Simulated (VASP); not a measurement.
# MgS under changes of volume

One of the cells (21.770 Å³/atom); the others are scaled copies at fixed shape and fractional positions:

```
S Mg
1.0
     0.00000    2.79224    2.79224
     2.79224    0.00000    2.79224
     2.79224    2.79224    0.00000
S Mg
1 1
Direct
  0.25000 0.25000 0.25000
  0.00000 0.00000 0.00000
```

The cell comes from a database or a generator and needn't be the stable form of this composition.

| Item | Value |
| --- | --- |
| Program | VASP 6.6.1 |
| Functional | LDA |
| Potentials or basis | VASP PAW LDA potentials, release 64 (S, Mg) |
| Cutoff | 520 eV |
| k mesh | 8 × 8 × 8 |
| Occupations | gaussian, width 0.02 eV |
| Spin | no spin polarisation |

| volume (Å³/atom) | energy over the lowest point (meV/atom) | pressure (GPa) | gap on the mesh (eV) |
| --- | --- | --- | --- |
| 20.899 | 7.34 | 2.8 | 3.58 |
| 21.335 | 1.78 | 1.3 | 3.51 |
| 21.770 | 0.00 | 0.0 | 3.40 |
| 22.205 | ? | ? | ? |
| 22.641 | 6.35 | -2.3 | 3.20 |

Question: What does the run at 22.205 Å³/atom give?

Answer: Energy over the lowest point 1.64 meV/atom; pressure -1.2 GPa; gap on the mesh 3.30 eV.

Worked out: A Birch-Murnaghan fit of order 2 (a polynomial in V^(-2/3)) to the other rows has its minimum at 21.77 Å³/atom with B0 = V·E''(V) = 63 GPa. It gives 1.63 meV/atom at 22.205 Å³/atom, against the run's 1.64, and -dE/dV = -1.2 GPa, against -1.2. A parabola through the other rows of the gap, of slope -5.33 eV per unit of ln V there, gives 3.31 eV, against the run's 3.30.

Energies are extrapolated to zero smearing.

A mesh can miss the band edges.
